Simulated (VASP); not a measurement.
The input files of a VASP run:

File POSCAR:
```
SrF2
1
    0.0000000000     2.9000000000     2.9000000000
    2.9000000000     0.0000000000     2.9000000000
    2.9000000000     2.9000000000     0.0000000000
Sr F
1 2
Selective dynamics
Direct
 -0.0120689655   0.0120689655   0.0293103448 F F F
  0.2500000000   0.2500000000   0.2500000000 F F F
  0.7500000000   0.7500000000   0.7500000000 F F F
```

**INCAR**
```
SYSTEM = SrF2
PREC = Accurate
ENCUT = 520
EDIFF = 1E-6
NELM = 100
ALGO = Normal
LREAL = .FALSE.
LASPH = .TRUE.
ISMEAR = 0
SIGMA = 0.05
GGA = PE
LMAXMIX = 4
LWAVE = .FALSE.
LCHARG = .FALSE.
ISIF = 2
IBRION = 2
NSW = 40
EDIFFG = -0.01
```

### KPOINTS
```
Automatic mesh
0
Gamma
5 5 5
0 0 0
```

POTCAR, in this order: Sr_sv F (PBE.64 set). Program: vasp_std.

The run wrote:

File standard output:
```
 POSCAR found type information on POSCAR SrF
 POSCAR found :  2 types and       3 ions
 Reading from existing POTCAR
 Reading from existing POTCAR
 LDA part: xc-table for (Slater+PW92), standard interpolation
 POSCAR, INCAR and KPOINTS ok, starting setup
 WAVECAR not read
 entering main loop
       N       E                     dE             d eps       ncg     rms          rms(c)
DAV:   1     0.141159937093E+03    0.14116E+03   -0.14147E+04  1248   0.146E+03
DAV:   2    -0.125909702723E+02   -0.15375E+03   -0.15056E+03  1552   0.311E+02
DAV:   3    -0.183806719693E+02   -0.57897E+01   -0.57817E+01  1856   0.619E+01
DAV:   4    -0.185702871270E+02   -0.18962E+00   -0.18961E+00  1648   0.823E+00
DAV:   5    -0.185731472236E+02   -0.28601E-02   -0.28601E-02  1816   0.988E-01    0.162E+01
DAV:   6    -0.169907013521E+02    0.15824E+01   -0.82614E+00  1248   0.203E+01    0.138E+01
DAV:   7    -0.169897137954E+02    0.98756E-03   -0.21474E-01  1656   0.415E+00    0.712E+00
DAV:   8    -0.170093250011E+02   -0.19611E-01   -0.39318E-02  1608   0.243E+00    0.644E-01
DAV:   9    -0.170174057252E+02   -0.80807E-02   -0.11213E-02  1512   0.777E-01    0.458E-01
DAV:  10    -0.170183980169E+02   -0.99229E-03   -0.13330E-03  1352   0.290E-01    0.106E-01
DAV:  11    -0.170185842489E+02   -0.18623E-03   -0.17748E-04  1384   0.957E-02    0.176E-02
DAV:  12    -0.170186015096E+02   -0.17261E-04   -0.27410E-05  1552   0.372E-02    0.215E-02
DAV:  13    -0.170186022664E+02   -0.75681E-06   -0.25898E-06  1496   0.130E-02
   1 F= -.17018602E+02 E0= -.17018602E+02  d E =-.170186E+02
 curvature:   0.00 expect dE= 0.000E+00 dE for cont linesearch  0.000E+00
 trial: gam= 0.00000 g(F)=  0.000E+00 g(S)=  0.000E+00 ort = 0.000E+00 (trialstep = 0.100E+01)
 search vector abs. value=  0.100E-09
 reached required accuracy - stopping structural energy minimisation
```

File OUTCAR:
```
------------------------ aborting loop because EDIFF is reached ----------------------------------------
  FORCE on cell =-STRESS in cart. coord.  units (eV):
  Direction    XX          YY          ZZ          XY          YZ          ZX
  --------------------------------------------------------------------------------------
  Total        0.8290275      0.9073703      0.9252573      0.1174842      0.0000000      0.0000000
  in kB       27.2304946     29.8037650     30.3912895      3.8589209      0.0000000      0.0000000
  external PRESSURE =      29.1418497 kB  Pullay stress =       0.0000000 kB
  volume of cell :       48.78
      direct lattice vectors                 reciprocal lattice vectors
     0.000000000  2.900000000  2.900000000    -0.172413793  0.172413793  0.172413793
     2.900000000  0.000000000  2.900000000     0.172413793 -0.172413793  0.172413793
     2.900000000  2.900000000  0.000000000     0.172413793  0.172413793 -0.172413793
 POSITION                                       TOTAL-FORCE (eV/Angst)
 -----------------------------------------------------------------------------------
      0.12000      2.95000      2.90000        -0.561386     -0.245771      0.000000
      1.45000      1.45000      1.45000         0.280693      0.122886      0.057337
      4.35000      4.35000      4.35000         0.280693      0.122886     -0.057337
 -----------------------------------------------------------------------------------
    total drift:                                0.000130      0.000060     -0.000000
  FREE ENERGIE OF THE ION-ELECTRON SYSTEM (eV)
  ---------------------------------------------------
  free  energy   TOTEN  =       -17.0186022664 eV

  energy  without entropy=      -17.0186022664  energy(sigma->0) =      -17.01860227

 reached required accuracy - stopping structural energy minimisation
```
(Selected blocks of OUTCAR.)

Question: The run ends quietly. Is anything wrong with it?

Answer: The cause: selective dynamics freezes every atom. The run ends without an error. Against the sound run, the energy per atom (σ→0) goes up by 0.013 eV/atom; the pressure rises by 0.57 GPa; the largest force rises by 0.609 eV/Å; the band gap decreases by 0.03 eV. To mend it, correct POSCAR.
File POSCAR:
```
SrF2
1
    0.0000000000     2.9000000000     2.9000000000
    2.9000000000     0.0000000000     2.9000000000
    2.9000000000     2.9000000000     0.0000000000
Sr F
1 2
Direct
 -0.0120689655   0.0120689655   0.0293103448
  0.2500000000   0.2500000000   0.2500000000
  0.7500000000   0.7500000000   0.7500000000
```
The mended run (PBE GGA, plane waves, VASP's PBE PAW potentials (set 64)) converges, and its OSZICAR ends with
```
   7 F= -.17057952E+02 E0= -.17057952E+02  d E =-.397555E-03
```

The compound is SrF2 in the fluorite structure. The cell was not relaxed at this level, atoms are displaced from their ideal sites.
